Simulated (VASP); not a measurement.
# Tl (P6_3/mmc) in VASP: a series of runs, part 2 of 3

VASP 6.6.1.

**3. Single point, PBEsol**

Contents of INCAR:

```
PREC = Accurate ; ENCUT = 900
EDIFF = 1E-6 ; ISMEAR = 1
SIGMA = 0.1 ; LREAL = F
LASPH = T ; NELM = 100
ALGO = Normal ; ISIF = 2
LWAVE = F ; LCHARG = F
GGA = PS ; NBANDS = 20
ADDGRID = F
```

Contents of KPOINTS:

```
Automatic mesh
0
Gamma
  10 10 5
```

Contents of POSCAR:

```
Tl
1.0
    3.4560000000      0.0000000000      0.0000000000
   -1.7280000000      2.9929837955      0.0000000000
    0.0000000000      0.0000000000      5.5250000000
Tl
2
Direct
    0.6666666667      0.3333333333      0.7500000000
    0.3333333333      0.6666666667      0.2500000000
```

Potentials or basis: VASP PAW PBE potentials, release 64 (Tl_d).

Launch:

```sh
> cat potpaw_PBE.64/Tl_d/POTCAR > POTCAR
> mpirun -np 1 vasp_std > vasp.out
```

OUTCAR:

```text
PREC = Accurate
   ENCUT = 900
   EDIFF = 1E-6
   ISMEAR = 1
   LREAL = F
   LASPH = T
   NELM = 100
   ISIF = 2
   GGA = PS

 Found     42 irreducible k-points:

 Following reciprocal coordinates:
            Coordinates               Weight
  0.000000  0.000000  0.000000      1.000000
  0.100000 -0.000000  0.000000      6.000000
  0.200000 -0.000000  0.000000      6.000000
  0.300000 -0.000000  0.000000      6.000000
  0.400000  0.000000  0.000000      6.000000
  0.500000  0.000000  0.000000      3.000000
   k-points           NKPTS =     42   k-points in BZ     NKDIM =     42   number of bands    NBANDS=     20
   number of dos      NEDOS =    301   number of ions     NIONS =      2
   total plane-waves  NPLWV =  69984
   dimension x,y,z NGX =    36 NGY =   36 NGZ =   54
   dimension x,y,z NGXF=    72 NGYF=   72 NGZF=  108
   ions per type =               2
   NGX,Y,Z   is equivalent  to a cutoff of  17.32, 17.32, 16.25 a.u.
   NGXF,Y,Z  is equivalent  to a cutoff of  34.63, 34.63, 32.50 a.u.
 SYSTEM =  unknown system
   PREC   = accura    normal or accurate (medium, high low for compatibility)
   ISTART =      0    job   : 0-new  1-cont  2-samecut
   ICHARG =      2    charge: 1-file 2-atom 10-const
   ISPIN  =      1    spin polarized calculation?
   LNONCOLLINEAR =      F non collinear calculations
   LSORBIT =      F    spin-orbit coupling
   LASPH  =      T    aspherical Exc in radial PAW
   ENCUT  =  900.0 eV  66.15 Ry    8.13 a.u.   8.45  8.45 13.51*2*pi/ulx,y,z
   NELM   =    100;   NELMIN=  2; NELMDL= -5     # of ELM steps
   EDIFF  = 0.1E-05   stopping-criterion for ELM
   LREAL  =      F    real-space projection
   EDIFFG = 0.1E-04   stopping-criterion for IOM
   NSW    =      0    number of steps for IOM
   IBRION =     -1    ionic relax: 0-MD 1-quasi-New 2-CG
   NFREE  =      0    steps in history (QN), initial steepest desc. (CG)
   ISIF   =      2    stress and relaxation
   ISYM   =      2    0-nonsym 1-usesym 2-fastsym
   POTIM  = 0.5000    time-step for ionic-motion
   TEBEG  =    0.0;   TEEND  =   0.0 temperature during run
   PSTRESS=    0.0 pullay stress
   NELECT =      26.0000    total number of electrons
   NUPDOWN=      -1.0000    fix difference up-down
   EMIN   =  10.00;   EMAX   =-10.00  energy-range for DOS
   EFERMI =   0.00;   METHOD = LEGACY
   ISMEAR =     1;   SIGMA  =   0.10  broadening in eV -4-tet -1-fermi 0-gaus
   EFERMI_NEDOS =   21; number of points for ismear=-14 and -15
   IALGO  =     38    algorithm
   IMIX   =      4    mixing-type and parameters
     AMIX     =   0.40;   BMIX     =  1.00
     AMIX_MAG =   1.60;   BMIX_MAG =  1.00
  volume/ion in A,a.u.               =      28.57       192.83
  Fermi-wavevector in a.u.,A,eV,Ry     =   1.259107  2.379366 21.569987  1.585349
  Thomas-Fermi vector in A             =   2.392683
   LORBIT       =      0    0 simple, 1 ext, 2 COOP (PROOUT), +10 PAW based schemes
   GGA     = PS    functional components
   LHFCALC =     F    Hartree Fock is set to
   AEXX    =    0.0000 exact exchange contribution
   IVDW    =     0    specifies the selected vdW correction
   LEPSILON=     F    determine dielectric tensor
   LRPA    =     F    only Hartree local field effects (RPA)
 non-spin polarized calculation
 Methfessel and Paxton  Order N= 1 SIGMA  =   0.10
  energy-cutoff  :      900.00
  volume of cell :       57.15
 maximum number of plane-waves:      3532
 NGX is ok and might be reduce to    36
   NGX = 17   NGY = 17   NGZ = 27

 number of electron      25.9999999 magnetization

 Free energy of the ion-electron system (eV)
  ---------------------------------------------------
  ext. energy  EPLUGINS =         0.00000000
  ---------------------------------------------------
  free energy    TOTEN  =        -5.24376860 eV

  energy without entropy =       -5.24278014  energy(sigma->0) =       -5.24343911

 E-fermi :   6.2951     XC(G=0): -10.3693

 val. band max:        6.2200929208   @ k =   0.3000   0.2000   0.4000
 cond. band min:       6.3010506361   @ k =   0.2000   0.2000   0.2000
 fundamental gap:      0.0809577154
 Fermi energy:         6.2951434656

 k-point     1 :       0.0000    0.0000    0.0000
  band No.  band energies     occupation
      1      -5.3539      2.00000
      2      -5.1179      2.00000
      3      -5.0981      2.00000
      4      -5.0981      2.00000
      5      -5.0439      2.00000
      6      -5.0439      2.00000
[... 12 lines left out ...]
     19      17.1993      0.00000
     20      17.3066      0.00000

 k-point     2 :       0.1000   -0.0000    0.0000
  band No.  band energies     occupation
      1      -5.3218      2.00000
      2      -5.1544      2.00000
      3      -5.0569      2.00000
      4      -5.0553      2.00000
      5      -5.0411      2.00000
      6      -5.0054      2.00000
[... 12 lines left out ...]
     19      17.1676      0.00000
     20      18.0362      0.00000

 k-point     3 :       0.2000   -0.0000    0.0000
  band No.  band energies     occupation
      1      -5.3155      2.00000
      2      -5.1516      2.00000
      3      -5.0803      2.00000
      4      -5.0653      2.00000
      5      -5.0466      2.00000
      6      -4.9520      2.00000
[... 12 lines left out ...]
     19      16.5207      0.00000
     20      17.8823      0.00000

 k-point     4 :       0.3000   -0.0000    0.0000
  band No.  band energies     occupation
      1      -5.3849      2.00000
      2      -5.1882      2.00000
      3      -5.1754      2.00000
      4      -5.0988      2.00000
      5      -5.0025      2.00000
      6      -4.8566      2.00000
[... 12 lines left out ...]
     19      15.5931      0.00000
     20      16.9430      0.00000

 k-point     5 :       0.4000    0.0000    0.0000
  band No.  band energies     occupation
      1      -5.4482      2.00000
      2      -5.2821      2.00000
      3      -5.2225      2.00000
      4      -5.1378      2.00000
      5      -4.9365      2.00000
      6      -4.9089      2.00000
[... 12 lines left out ...]
     19      14.8700      0.00000
     20      16.3612      0.00000

 k-point     6 :       0.5000    0.0000    0.0000
  band No.  band energies     occupation
      1      -5.4725      2.00000
      2      -5.3184      2.00000
      3      -5.2420      2.00000
      4      -5.1521      2.00000
      5      -4.9264      2.00000
      6      -4.9126      2.00000
[... 12 lines left out ...]
     19      14.6084      0.00000
     20      16.1653      0.00000

 [... further k-points ...]
[... 5 lines left out ...]
  --------------------------------------------------------------------------------------
  -------------------------------------------------------------------------------------
  Total        0.0844944      0.0844944      0.0850549      0.0000000      0.0000000      0.0000000
  in kB        2.3687986      2.3687986      2.3845125      0.0000000      0.0000000      0.0000000
  external PRESSURE =       2.3740366 kB  Pullay stress =       0.0000000 kB

 VOLUME and BASIS-vectors are now :
 -----------------------------------------------------------------------------
  energy-cutoff  :      900.00
  volume of cell :       57.15
      direct lattice vectors                 reciprocal lattice vectors
     3.456000000  0.000000000  0.000000000     0.289351852  0.167057370  0.000000000
    -1.728000000  2.992983795  0.000000000     0.000000000  0.334114739  0.000000000
     0.000000000  0.000000000  5.525000000     0.000000000  0.000000000  0.180995475

 POSITION                                       TOTAL-FORCE (eV/Angst)
 -----------------------------------------------------------------------------------
      1.72800      0.99766      4.14375         0.000000     -0.000000      0.000000
     -0.00000      1.99532      1.38125        -0.000000      0.000000      0.000000
 -----------------------------------------------------------------------------------
    total drift:                               -0.000000      0.000000     -0.000000

  FREE ENERGIE OF THE ION-ELECTRON SYSTEM (eV)
  ---------------------------------------------------
  free  energy   TOTEN  =        -5.2437685991 eV

  energy  without entropy=       -5.2427801416  energy(sigma->0) =       -5.24343911
```

OSZICAR:

```text
N       E                     dE             d eps       ncg     rms          rms(c)
DAV:   1     0.173666311567E+03    0.17367E+03   -0.18936E+04  1680   0.189E+03
DAV:   2    -0.160828133535E+01   -0.17527E+03   -0.17141E+03  1808   0.359E+02
DAV:   3    -0.529489862201E+01   -0.36866E+01   -0.36740E+01  1964   0.435E+01
DAV:   4    -0.531838743844E+01   -0.23489E-01   -0.23486E-01  1784   0.346E+00
DAV:   5    -0.531870521459E+01   -0.31778E-03   -0.31778E-03  1904   0.414E-01    0.304E+00
DAV:   6    -0.525549555844E+01    0.63210E-01   -0.10840E-01  1788   0.256E+00    0.213E+00
DAV:   7    -0.524460800958E+01    0.10888E-01   -0.40108E-02  1800   0.154E+00    0.835E-01
DAV:   8    -0.524376455296E+01    0.84346E-03   -0.25139E-03  1780   0.386E-01    0.474E-02
DAV:   9    -0.524376646083E+01   -0.19079E-05   -0.15601E-05  1892   0.342E-02    0.136E-02
DAV:  10    -0.524376852223E+01   -0.20614E-05   -0.23280E-06  1448   0.138E-02    0.125E-03
DAV:  11    -0.524376859914E+01   -0.76910E-07   -0.31637E-07   928   0.445E-03
   1 F= -.52437686E+01 E0= -.52434391E+01  d E =-.988458E-03
```

stdout:

```text
POSCAR found type information on POSCAR Tl
 POSCAR found :  1 types and       2 ions
 scaLAPACK will be used
 -----------------------------------------------------------------------------
|                                                                             |
|                                                                             |
|     You enforced a specific xc type in the INCAR file but a different       |
|     I HOPE YOU KNOW WHAT YOU ARE DOING!                                     |
|                                                                             |
 -----------------------------------------------------------------------------

 LDA part: xc-table for (Slater+PW92), standard interpolation
 POSCAR, INCAR and KPOINTS ok, starting setup
 FFT: planning ... GRIDC
 FFT: planning ... GRID_SOFT
 FFT: planning ... GRID
 WAVECAR not read
 entering main loop
```

It took 44 s on 1 thread of Intel Xeon Platinum 8488C (Sapphire Rapids), shared host; peak memory 0.28 GiB.

The run converged, but some of its settings lie outside the range that counts as converged, so its numbers aren't taken as properties of the crystal.

What came out:

```
Free energy            : -5.2438 eV
Pressure               : 0.2 GPa
Band gap on the k mesh : none (metal or under the smearing width)
```

Caveat: the PAW data sets were made with another functional, which shifts forces and pressure a little.

**4. Single point, PBEsol**

INCAR, as its differences from that of step 3:

```diff
@@ -1,2 +1,2 @@
-PREC = Accurate ; ENCUT = 900
+PREC = Accurate ; ENCUT = 250
 EDIFF = 1E-6 ; ISMEAR = 1
```

Contents of KPOINTS:

```
Automatic mesh
0
Gamma
  19 19 10
```

POSCAR is that of step 3.

Launch:

```sh
> cat potpaw_PBE.64/Tl_d/POTCAR > POTCAR
> mpirun -np 1 vasp_std > vasp.out
```

Run time: 37 s. Hardware: 1 thread of Intel Xeon Platinum 8488C (Sapphire Rapids), shared host; peak memory 0.18 GiB.

The run converged, but some of its settings lie outside the range that counts as converged, so its numbers aren't taken as properties of the crystal.

Results:

* Free energy: -5.2803 eV
* Band gap on the k mesh: none (metal or under the smearing width)

Caveat: the cutoff is under 1.25 times the usual one of these potentials, so pressure, stress and relaxed cells hold a basis-set (Pulay) error; the PAW data sets were made with another functional, which shifts forces and pressure a little.

(Part 2 of 3 ends here.)
